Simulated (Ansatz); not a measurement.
**Si2Mo5: competing structures**

The calculation used Ansatz, DFT PBE, scalar-relativistic, plane waves, PAW. Settings: cutoff 420 eV, Γ-centred meshes spaced at most about 0.3 Å⁻¹, and about 0.25 Å⁻¹ or finer for metals (2π included), Gaussian smearing. No spin polarisation.

Energies over the elements count from the elements' standard structures at the same level, with no fitted energy shifts.

All energies are static (0 K, no zero-point motion). Larger cells and other orderings weren't all tried, so the list isn't exhaustive.

Invented guesses were relaxed alike, and ends that match in structure were merged. ΔE counts from the first row. Coordination counts Mo atoms around Si (those within 1.25 times the shortest such distance or 1.15 times the sum of covalent radii, 1.27 where that leaves under three; a plus sign parts nearer from farther groups; a slash parts the counts of unlike sites). The ends were matched against large subsets of the Crystallography Open Database and the Materials Project, so a missing match doesn't prove that a structure is unreported.

```
#                         reached from  type and space group  atoms  Å³/atom  coordination  ΔE (meV/atom)  gap on mesh (eV)  in databases
1  a cell proposed by chemical analogy         Cmmm (No. 65)      7     14.9        Si 2+8              0              0.00      no match
2  a cell proposed by chemical analogy      I4/mcm (No. 140)     14     15.5        Si 6+4             63              0.00      no match
3                          random cell      P4/mmm (No. 123)      7     15.8    Si 8+2/8+4            234              0.00      no match
```

The lowest: Space group Cmmm (No. 65), orthorhombic, a = 4.997 Å, b = 8.404 Å, c = 4.957 Å. Around Si lie 2 Mo at 2.44 Å, 2 Si at 2.50 Å and 8 Mo at 2.76–2.85 Å; Mo on a site of symmetry mm2 is surrounded by 2 Mo at 2.41–2.55 Å, 4 Si at 2.76 Å, 2 Mo at 2.80 Å and 6 Mo at 3.01–3.13 Å; around Mo on a site of symmetry mmm lie 4 Si at 2.44 Å and 8 Mo at 2.80–2.87 Å; Mo on a site of symmetry m2m is surrounded by 11 Mo at 2.82–3.13 Å and 4 Si at 2.85 Å. Its energy over the elements is −0.10 eV/atom. It lies below the elements, which doesn't yet make it stable against other compounds or structures. An observed structure of this formula, if there is one, may be missing.

```cif
data_structure
_symmetry_space_group_name_H-M 'Cmmm'
_symmetry_Int_Tables_number 65
_cell_length_a 4.9969
_cell_length_b 8.4043
_cell_length_c 4.9567
_cell_angle_alpha 90.000
_cell_angle_beta 90.000
_cell_angle_gamma 90.000
_cell_volume 208.16
loop_
_atom_site_label
_atom_site_type_symbol
_atom_site_symmetry_multiplicity
_atom_site_Wyckoff_symbol
_atom_site_fract_x
_atom_site_fract_y
_atom_site_fract_z
_atom_site_occupancy
Si1 Si 4 e 0.25000 0.25000 0.00000 1
Mo1 Mo 4 k 0.00000 0.00000 0.74325 1
Mo2 Mo 2 b 0.50000 0.00000 0.00000 1
Mo3 Mo 4 j 0.50000 0.17178 0.50000 1
```

The second: Space group I4/mcm (No. 140), tetragonal, a = 9.455 Å, c = 4.851 Å. Around Si lie 6 Mo at 2.48–2.56 Å, 4 Mo at 2.81 Å and 2 Si at 3.27 Å; Mo on a site of symmetry -42m is surrounded by 2 Mo at 2.43 Å, 4 Si at 2.56 Å and 8 Mo at 3.03 Å; Mo on a site of symmetry m has 2 Si at 2.48–2.54 Å, 3 Mo at 2.80–2.82 Å, 2 Si at 2.81 Å and 6 Mo at 3.03–3.08 Å. Counting Mo atoms around Si, the first has Si 2+8 and the second has Si 6+4. The first holds Si–Si chains (shortest 2.50 Å); in the second the shortest Si–Si distance is 3.27 Å. Cells relaxed within their symmetry can be saddle points.

```yaml
crystal:
  lattice:
    - [-4.72735, 4.72735, 2.42533]
    - [4.72735, -4.72735, 2.42533]
    - [4.72735, 4.72735, -2.42533]
  atoms:
    - { symbol: Si, position: [0.16819, 0.66819, 0.83639] }
    - { symbol: Si, position: [0.33181, 0.16819, 0.50000] }
    - { symbol: Si, position: [0.83181, 0.33181, 0.16361] }
    - { symbol: Si, position: [0.66819, 0.83181, 0.50000] }
    - { symbol: Mo, position: [0.75000, 0.25000, 0.50000] }
    - { symbol: Mo, position: [0.25000, 0.75000, 0.50000] }
    - { symbol: Mo, position: [0.21557, 0.92638, 0.14196] }
    - { symbol: Mo, position: [0.42638, 0.71557, 0.14196] }
    - { symbol: Mo, position: [0.07362, 0.21557, 0.28919] }
    - { symbol: Mo, position: [0.28442, 0.42638, 0.71081] }
    - { symbol: Mo, position: [0.57362, 0.28442, 0.85804] }
    - { symbol: Mo, position: [0.78443, 0.07362, 0.85804] }
    - { symbol: Mo, position: [0.92638, 0.78443, 0.71081] }
    - { symbol: Mo, position: [0.71557, 0.57362, 0.28919] }
```

Some structure types and database cells were kept out of the candidates from the start, so a known form may be missing.
